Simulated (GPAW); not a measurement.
Runs of GPAW 26.7.0 on SiC (Moissanite). It takes space group P6_3mc (No. 186, hexagonal). The conventional cell has a = 3.076 Å, b = 3.076 Å, c = 5.048 Å, α = 90.00°, β = 90.00°, γ = 120.00°. Around Si (site symmetry 3m) lie 4 C at 1.87 to 1.94 Å. Around C (site symmetry 3m) lie 4 Si at 1.87 to 1.94 Å. 

```tsv
task	level	potentials or basis	cell	optimizer	fmax	max steps	band path	band points	gap on the mesh (eV)	pressure (GPa)	relaxed volume (Å³/atom)	largest force (eV/Å)
relaxation of cell and atoms	TASK	GPAW PAW data sets (gpaw-data 1.2.1), pw	relaxed	BFGS	0.02 eV/Å	40	-	-	(a)	0.0	10.73	-
band structure	AM05	PAW data sets generated in the run's folder for this functional, pw	as given	-	-	-	GMKGALHA,LM,KH	80	-	1.0	-	0.75
relaxation of cell and atoms	RPBE+D3	the program's PAW data sets (release 1.2.1) made for this functional, pw	relaxed	BFGS	0.01 eV/Å	40	-	-	2.63	-0.1	(b)	-
band structure	M06-L	GPAW PAW data sets (gpaw-data 1.2.1), pw	as given	-	-	-	GMKGALHA,LM,KH	80	-	-3.1	-	0.80
relaxation of cell and atoms	revTPSS	GPAW PAW data sets (gpaw-data 1.2.1), pw	relaxed to 10 GPa	LBFGS	0.02 eV/Å	60	-	-	2.39	9.9	-	0.02
relaxation of cell and atoms	PBEsol+D3	PAW data sets generated in the run's folder for this functional, pw	relaxed	BFGS	0.01 eV/Å	60	-	-	2.43	0.0	10.32	0.01
```

Alike in all rows: no spin polarisation; k mesh 7 × 7 × 4; cutoff (eV) 800; smearing fermi-dirac 0.05 eV.

Problem. Fill in the values left out.

Solution. (a) 3.45; (b) 10.52.

Caveats: later steps reuse the first step's grids (some runs); an odd mesh through Γ misses points on the zone boundary, where band edges often lie (some runs); the PAW data sets were made with another functional, which shifts forces and pressure a little (some runs).

Runs at the PBE level aren't shown here.
